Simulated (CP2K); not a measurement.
**HgSe under changes of volume**

One of the cells (28.067 Å³/atom); the others are scaled copies at fixed shape and fractional positions:

```
Hg Se
1.0
     4.29780    0.00000    0.00000
     2.14890    3.72200    0.00000
     2.14890    1.24067    3.50913
Hg Se
1 1
Direct
  0.00000 0.00000 0.00000
  0.75000 0.75000 0.75000
```

| Quantity | Value |
| --- | --- |
| Program | CP2K 2026.2 |
| Functional | PBE |
| Potentials or basis | POTENTIAL_UZH Hg GTH-PBE-q12, Se GTH-PBE-q6; TZVP-MOLOPT-PBE-GTH basis |
| Density cutoff | 6123 eV |
| k mesh | 8 × 8 × 8 |
| Occupations | fermi-dirac, width 0.05 eV |
| Spin | no spin polarisation |

| volume (Å³/atom) | energy over the lowest point (meV/atom) | pressure (GPa) |
| --- | --- | --- |
| 26.383 | ? | ? |
| 26.944 | 88.66 | 8.7 |
| 27.505 | 61.19 | 7.0 |
| 28.067 | 39.12 | 5.6 |
| 28.628 | 21.89 | 4.3 |
| 29.189 | 9.00 | 3.1 |
| 29.751 | 0.00 | 2.1 |

Problem. What does the run at 26.383 Å³/atom give?

Solution. Energy over the lowest point 122.17 meV/atom; pressure 10.5 GPa.

Worked out: A Birch-Murnaghan fit of order 3 (a polynomial in V^(-2/3)) to the other rows has no minimum within the range. It gives 122.14 meV/atom at 26.383 Å³/atom, against the run's 122.17, and -dE/dV = 10.5 GPa, against 10.5.

Energies are extrapolated to zero smearing.

Caveats: the basis of atomic orbitals isn't converged, which shifts pressures, moduli and gaps.
